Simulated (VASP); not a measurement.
Input of a VASP 6.6.1 run:

The input INCAR:

```
PREC     = Accurate       # precision mode
ENCUT    = 520            # plane-wave cutoff, eV
EDIFF    = 1E-6           # SCF threshold, eV
ISMEAR   = 0              # smearing method
SIGMA    = 0.03           # smearing width, eV
LREAL    = False          # projectors in reciprocal space
LASPH    = True           # aspherical terms in the spheres
NELM     = 80             # most SCF steps
ALGO     = Fast           # electronic algorithm
ISIF     = 2              # what is computed and relaxed
LWAVE    = False          # write WAVECAR
LCHARG   = False          # write CHGCAR
LDIPOL   = True         
IDIPOL   = 3            
DIPOL    = 0.5 0.5 0.500
GGA      = PS             # functional
LVHAR    = True         
LVACPOTAV= True         
ICORELEVEL= 1
```

File KPOINTS:

```
Automatic mesh
0
Gamma
  9 9 1
```

Contents of POSCAR:

```
Si                                      
1.0
    3.8436175000      0.0000000000      0.0000000000
   -1.9218087500      3.3286704000      0.0000000000
    0.0000000000      0.0000000000     18.9228756900
  Si            
     4
Direct
     0.3333333300000021    0.6666666699999979    0.3993962319676376
     0.0000000000000000    1.0000000000000000    0.4341427122471451
     1.0000000000000000    0.0000000000000000    0.5658572877528547
     0.6666666699999979    0.3333333300000021    0.6006037680323625
```

Potentials or basis: VASP PAW PBE potentials, release 64 (Si).

Launch:

```sh
$ cat potpaw_PBE.64/Si/POTCAR > POTCAR
$ mpirun -np 1 vasp_std > vasp.out
```

What does it give for the band gap on the k mesh?

None (metal or under the smearing width).

What does it give for the work function of the upper face?

4.92 eV.

Predict the largest force.

0.004 eV/Å.

Core levels (eV, on the scale of the bands):
```tsv
atom	levels
1 Si	1s -1781.2, 2s -135.1, 2p -91.1
2 Si	1s -1781.3, 2s -135.2, 2p -91.3
3 Si	1s -1781.3, 2s -135.2, 2p -91.3
4 Si	1s -1781.2, 2s -135.1, 2p -91.1
```

Caveat: the PAW data sets were made with another functional, which shifts forces and pressure a little.
